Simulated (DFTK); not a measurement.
Crystal: GaN.

```
CELL_PARAMETERS angstrom
3.18000 0.00000 0.00000
-1.59000 2.75396 0.00000
0.00000 0.00000 5.16600
ATOMIC_POSITIONS crystal
Ga 0.66667 0.33333 0.50000
Ga 0.33333 0.66667 0.00000
N 0.66667 0.33333 0.87500
N 0.33333 0.66667 0.37500
```

Base run:

- Program: DFTK 0.8.2
- Functional: RPBE
- Potentials or basis: SG15 1.2 (PBE)
- Cutoff: 1225 eV
- k mesh: 9 × 9 × 4
- Occupations: fermi-dirac, width 0.05 eV
- Spin: no spin polarisation

Its results: band gap on the k mesh 2.16 eV, direct; pressure 11.6 GPa; largest force 0.149 eV/Å.

Problem. The run is repeated on the same cell with these changes: functional from RPBE to WC. What comes out?

Solution. Band gap on the k mesh 1.89 eV, direct; pressure 2.5 GPa; largest force 0.134 eV/Å.

WC binds more tightly than RPBE, so the same cell stands under less pressure.

Caveats: the potentials were made for another functional, which shifts forces and pressure.

